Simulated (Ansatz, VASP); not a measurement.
# Two plane-wave programs on AlRu

```
CELL_PARAMETERS angstrom
3.00359 0.00000 0.00000
0.00000 3.00359 0.00000
0.00000 0.00000 3.00359
ATOMIC_POSITIONS crystal
Al 0.50000 0.50000 0.50000
Ru 0.00000 0.00000 0.00000
```

Change from the starting cell: species swapped into the ScCo type (Pm-3m, No. 221).

Alike in both runs: task relaxation of cell and atoms; functional PBE; k mesh 18 × 18 × 18; occupations gaussian, width 0.1 eV; no spin polarisation.

```csv
,VASP,Ansatz
version,VASP 6.6.1,Ansatz 0.2.0
potentials or method,"VASP PAW PBE potentials, release 64 (Al, Ru_pv)","scalar-relativistic, plane waves, PAW"
plane-wave cutoff (eV),600,420
valence electrons in the cell,17,19
```

|  | VASP | Ansatz | Ansatz less VASP |
| --- | --- | --- | --- |
| gap on the k mesh at the Fermi level, each at its own relaxed structure (eV) | none | none | - |
| relaxed volume (Å³/atom) | 13.55 | 13.55 | 0.000 |
| relaxed cell length with the largest relative difference (Å) | 3.004 | 3.004 | 0.0000 |

A gap of «none» marks a metal or a gap that the smearing closes. The two sets of potentials don't hold the same shells in valence.

Caveats: the relaxation stopped at its first step, so nothing moved.
